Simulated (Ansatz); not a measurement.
Crystal: TiCo.

```xyz
2
Lattice="2.9861 0.0000 0.0000 0.0000 2.9861 0.0000 0.0000 0.0000 2.9861" Properties=species:S:1:pos:R:3 pbc="T T T"
Co    1.4931    1.4931    1.4931
Ti    0.0000    0.0000    0.0000
```

The cell comes from a database or a generator and needn't be the stable form of this composition.

- Program: Ansatz 0.2.0
- Task: relaxation of cell and atoms
- Functional: RPBE
- Potentials or basis: Ansatz PAW
- Cutoff: 420 eV (not typed: the program's choice for these potentials)
- k mesh: 9 × 9 × 9
- Occupations: fermi-dirac, width 0.05 eV
- Spin: collinear spin, ferromagnetic start
- Starting moments: [2.0, 1.0] μB

At the start: volume 13.31 Å³/atom.

Problem. How do energy, volume and symmetry change on relaxing?

Solution. It ends after 4 steps and the volume is 13.65 Å³/atom (+2.6 %); space group Pm-3m (No. 221, to 0.05 Å); moment 0.85 μB per cell.

Step by step:
```
step  energy change (eV)  largest force (eV/Å)  volume (Å³)
   1              0.0000                0.0000        26.63
   2             -0.0081                0.0000        27.26
   3             -0.0082                0.0000        27.31
   4             -0.0086                0.0000        27.31
```

Final structure:
```xyz
2
Lattice="3.0114 0.0000 0.0000 0.0000 3.0114 0.0000 0.0000 0.0000 3.0114" Properties=species:S:1:pos:R:3 pbc="T T T"
Co    1.5057    1.5057    1.5057
Ti    0.0000    0.0000    0.0000
```

Caveat: the plane-wave basis is chosen anew once the cell has moved, so the energies of steps on either side of that aren't comparable; the PAW data sets come from PBE, with cores solved anew for the run's functional, which leaves a small shift of forces and pressure.
